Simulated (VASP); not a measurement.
Write the native input for VASP 6.6.1 that does the following.

```yaml
Task: relaxation of cell and atoms
Functional: PW91
Potentials_or_basis: VASP PAW PBE potentials, release 64 (Rb_sv, Br)
Cutoff: 600 eV
k_mesh: 5 × 5 × 5
Occupations: gaussian, width 0.05 eV
Spin: spin-orbit coupling, no magnetisation
Further_INCAR_settings: ALGO = Normal; EDIFF = 1e-06; IBRION = 2; EDIFFG = -0.01; NSW = 60; ISIF = 3
```

The structure of RbBr lies in POSCAR:

```
RbBr
1.0
    0.0000000000      3.4270000000      3.4270000000
    3.4270000000      0.0000000000      3.4270000000
    3.4270000000      3.4270000000      0.0000000000
Rb Br
1 1
Direct
    0.0000000000      0.0000000000      0.0000000000
    0.5000000000      0.5000000000      0.5000000000
```

One way to write it, as run:

INCAR

```
SYSTEM = RbBr
PREC = Accurate
ENCUT = 600
EDIFF = 1E-6
ISMEAR = 0
SIGMA = 0.05
LREAL = .FALSE.
LASPH = .TRUE.
NELM = 60
ALGO = Normal
ISIF = 3
LWAVE = .FALSE.
LCHARG = .FALSE.
LNONCOLLINEAR = .TRUE.
MAGMOM = 0 0 0 0 0 0
LORBIT = 11
LSORBIT = .TRUE.
GGA_COMPAT = .FALSE.
GGA = 91
IBRION = 2
NSW = 60
EDIFFG = -0.01
```

KPOINTS

```
Automatic mesh
0
G
  5 5 5
  0 0 0
```

Potentials or basis: VASP PAW PBE potentials, release 64 (Rb_sv, Br).

The run is started by

```bash
$ cat potpaw_PBE.64/Rb_sv/POTCAR potpaw_PBE.64/Br/POTCAR > POTCAR
$ mpirun -np 1 vasp_ncl > vasp.out
```

Results of the run:

```yaml
Relaxed_volume: 43.15 Å³/atom
Relaxed_cell: a = 4.960 Å, b = 4.960 Å, c = 4.960 Å, α = 60.00°, β = 60.00°, γ = 60.00°
Space_group_after_relaxing_to_0.05_Å: Fm-3m (No. 225)
Energy_gained_by_relaxing: 8.1 meV/atom
Ionic_steps: 4
Pressure_after_relaxing: 0.0 GPa
Valence_electrons_inside_the_program's_atomic_spheres: Rb 7.32; Br 4.89
```

Caveat: the PAW data sets were made with another functional, which shifts forces and pressure a little.

Run time: 4.2 min on 1 thread of AMD EPYC 9R14 (Zen 4) (shared host), peak memory 0.47 GiB.
